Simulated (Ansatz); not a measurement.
**Te2Mo: band structure with RPBE**

Crystal: Te2Mo.

```xyz
12
Lattice="6.3300 0.0000 0.0000 0.0000 3.4690 0.0000 -0.9468 0.0000 13.8276" Properties=species:S:1:pos:R:3 pbc="T T T"
Te    5.4013    2.6018    8.3588
Te   -0.0181    0.8672    5.4688
Te    4.9099    0.8672   11.7728
Te    0.4733    2.6018    2.0548
Te    1.7550    2.6018   12.3826
Te    3.6282    0.8672    1.4450
Te    2.1916    0.8672    8.9658
Te    3.1917    2.6018    4.8618
Mo    4.2299    2.6018   13.7253
Mo    1.1533    0.8672    0.1023
Mo    3.8493    0.8672    6.8225
Mo    1.5339    2.6018    7.0051
```

```json
{"Program": "Ansatz 0.2.0", "Task": "band structure", "Functional": "RPBE", "Potentials or basis": "Ansatz PAW", "Cutoff": "420 eV (not typed: the program's choice for these potentials)", "k mesh": "4 × 8 × 2", "Occupations": "fermi-dirac, width 0.05 eV", "Spin": "no spin polarisation", "Path": "[[\"G\", \"Y\", \"H\", \"C\", \"E\", \"M1\", \"A\", \"X\", \"H1\"], [\"M\", \"D\", \"Z\"], [\"Y\", \"D\"]]", "Points for each segment of the path": "10"}
```

```json
{
 "Pressure": "4.5 GPa",
 "Largest force": "0.243 eV/Å",
 "Band gap on the k mesh": "none (metal or under the smearing width)"
}
```

Forces in eV/Å, atoms in the order of the input:
```
Te   0.089  0.000  0.130
Te  -0.089  0.000 -0.130
Te  -0.012  0.000 -0.243
Te   0.012  0.000  0.243
Te   0.070  0.000 -0.090
Te  -0.070  0.000  0.090
Te  -0.025  0.000  0.201
Te   0.025  0.000 -0.201
Mo   0.060  0.000  0.019
Mo  -0.060  0.000 -0.019
Mo  -0.151  0.000  0.028
Mo   0.151  0.000 -0.028
```

Stress tensor (GPa, compression positive):
```
4.74 0.00 0.09
0.00 4.28 0.00
0.09 0.00 4.40
```

Levels at the corners of the path, in eV from the Fermi level:
| point | band 88 | band 89 | band 90 | band 91 | band 92 | band 93 | band 94 | band 95 | band 96 | band 97 |
| --- | --- | --- | --- | --- | --- | --- | --- | --- | --- | --- |
| Γ | -0.50 | -0.43 | -0.12 | 0.09 | 0.12 | 0.44 | 0.68 | 0.90 | 1.00 | 1.13 |
| Y | -0.64 | -0.07 | -0.03 | -0.02 | -0.02 | 0.46 | 0.57 | 0.92 | 0.98 | 1.50 |
| H | -0.88 | -0.87 | -0.82 | -0.66 | -0.42 | -0.03 | 0.03 | 0.86 | 0.94 | 1.37 |
| C | -0.90 | -0.87 | -0.82 | -0.66 | -0.42 | -0.02 | 0.03 | 0.85 | 0.94 | 1.36 |
| E | -1.80 | -1.06 | -1.06 | -0.98 | -0.98 | 1.03 | 1.03 | 1.05 | 1.05 | 1.65 |
| M1 | -1.81 | -1.06 | -1.06 | -0.98 | -0.98 | 1.03 | 1.03 | 1.06 | 1.06 | 1.65 |
| A | -1.81 | -1.07 | -1.07 | -0.98 | -0.98 | 1.02 | 1.02 | 1.09 | 1.09 | 1.74 |
| X | -0.89 | -0.87 | -0.82 | -0.66 | -0.57 | -0.07 | 0.00 | 0.89 | 0.91 | 1.45 |
| H1 | -0.88 | -0.87 | -0.82 | -0.66 | -0.42 | -0.03 | 0.03 | 0.86 | 0.94 | 1.37 |
| M | -1.81 | -1.06 | -1.06 | -0.98 | -0.98 | 1.03 | 1.03 | 1.06 | 1.06 | 1.65 |
| D | -1.76 | -1.56 | -1.56 | -1.48 | -1.48 | 1.02 | 1.02 | 1.17 | 1.17 | 1.28 |
| Z | -1.73 | -1.52 | -1.52 | -1.47 | -1.47 | 1.03 | 1.03 | 1.17 | 1.17 | 1.25 |
| Y | -0.64 | -0.07 | -0.03 | -0.02 | -0.02 | 0.46 | 0.57 | 0.92 | 0.98 | 1.50 |
| D | -1.76 | -1.56 | -1.56 | -1.48 | -1.48 | 1.02 | 1.02 | 1.17 | 1.17 | 1.28 |

It took 79 s on 4 threads of Intel(R) Xeon(R) Processor @ 2.50GHz (Skylake/Cascade Lake) (shared host), peak memory 2.3 GiB.

Caveat: spin-orbit coupling is left out, which moves the levels of the heavy elements; the PAW data sets come from PBE, with cores solved anew for the run's functional, which leaves a small shift of forces and pressure.
